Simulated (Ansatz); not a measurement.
GeO₂ (alpha-quartz type, space group P3_121)

```yaml
crystal:
  lattice:
    - [4.99075, 0.00000, 0.00000]
    - [-2.49537, 4.32211, 0.00000]
    - [0.00000, 0.00000, 5.69189]
  atoms:
    - { symbol: Ge, position: [0.45119, 0.00000, 0.33333] }
    - { symbol: Ge, position: [0.00000, 0.45119, 0.66667] }
    - { symbol: Ge, position: [0.54881, 0.54881, 0.00000] }
    - { symbol: O, position: [0.39422, 0.30471, 0.24566] }
    - { symbol: O, position: [0.69529, 0.08951, 0.57899] }
    - { symbol: O, position: [0.91049, 0.60578, 0.91233] }
    - { symbol: O, position: [0.08951, 0.69529, 0.42101] }
    - { symbol: O, position: [0.30471, 0.39422, 0.75434] }
    - { symbol: O, position: [0.60578, 0.91049, 0.08767] }
```

Equation-of-state scan: isotropic scaling of the cell above, V₀ being its volume. The atoms relax within the cell's symmetry.

Calculation: PBEsol (plane waves to 420 eV, PAW, scalar-relativistic; Ansatz, a program for electronic structure). k mesh 8×8×6 (Γ-centred), Fermi-Dirac smearing 0.05 eV. The energy includes the smearing's −TS. With the shape held, the modulus is that of even scaling; a crystal free to change shape is softer. GeO2 was relaxed with its symmetry unable to fall. ΔE is measured from the relaxed starting cell.

```csv
V (Å³/atom),ΔE (meV/atom)
11.459,55.9
11.896,33.7
12.332,17.8
12.769,7.5
13.205,1.8
13.642,0.0
14.078,1.6
14.515,6.2
14.952,13.3
15.388,22.6
15.825,34.0
```

Problem. What is the fitted pressure derivative B₀′?

Solution. 3.7.

Problem. What bulk modulus at fixed cell shape B₀ follows from a third-order Birch-Murnaghan fit?

Solution. 39.3 GPa. Check by three points about V = 13.642 Å³/atom, step 0.437: d²E/dV² ≈ (1.8 − 2·0.0 + 1.6) meV / 0.437² = 0.0178 eV/Å⁶, and V·d²E/dV² × 160.2 = 39.0 GPa.

(Under strain, the slope of the energy per volume gives the stress and its curvature an elastic modulus.)
